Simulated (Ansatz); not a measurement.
C: before and after

These are results of DFT PBE, scalar-relativistic, plane waves, PAW (Ansatz), not measurements. All cells share a 420 eV cutoff and Γ-centred k meshes spaced at most 0.3 Å⁻¹ (0.19 for metals, 2π included).

The start was the fcc type (Fm-3m, No. 225), relaxed within its symmetry. A cell of 8 atoms (8 times the primitive one) was then disturbed at random, relaxed without symmetry and relaxed once more on a fine mesh. For metals, differences of a few meV/atom aren't resolved.

Before:

Space group Fm-3m (No. 225). a = 3.083 Å, b = 3.083 Å, c = 3.083 Å, α = 90.00°, β = 90.00°, γ = 90.00°
| atom | site | symmetry | x | y | z |
| --- | --- | --- | --- | --- | --- |
| C | 4a | m-3m | 0.0000 | 0.0000 | 0.0000 |

After:

Space group P1 (No. 1). a = 3.557 Å, b = 3.908 Å, c = 4.037 Å, α = 90.95°, β = 97.34°, γ = 107.12°
```json
{"atom": "C", "site": "1a", "symmetry": "1", "x": "0.2425", "y": "0.4299", "z": "0.7860"}
{"atom": "C", "site": "1a", "symmetry": "1", "x": "0.5897", "y": "0.0430", "z": "0.0398"}
{"atom": "C", "site": "1a", "symmetry": "1", "x": "0.8909", "y": "0.4470", "z": "0.5600"}
{"atom": "C", "site": "1a", "symmetry": "1", "x": "0.2796", "y": "0.0682", "z": "0.7104"}
{"atom": "C", "site": "1a", "symmetry": "1", "x": "0.8856", "y": "0.4049", "z": "0.9637"}
{"atom": "C", "site": "1a", "symmetry": "1", "x": "0.6550", "y": "0.6988", "z": "0.9018"}
{"atom": "C", "site": "1a", "symmetry": "1", "x": "0.8516", "y": "0.8265", "z": "0.6028"}
{"atom": "C", "site": "1a", "symmetry": "1", "x": "0.6051", "y": "0.0816", "z": "0.4355"}
```

Problem. Is this a distortion of the same structure or a reconstruction, and what lowers the energy?

Solution. A reconstruction, from Fm-3m (No. 225) to P1 (No. 1). C–C bonds form, at 1.47 Å; the metal becomes a semiconductor on the mesh (2.13 eV).

Problem. What does it gain?

Solution. 3642 meV/atom, with the volume going from 7.33 to 6.64 Å³/atom.

This fcc form isn't the element's structure at ambient conditions.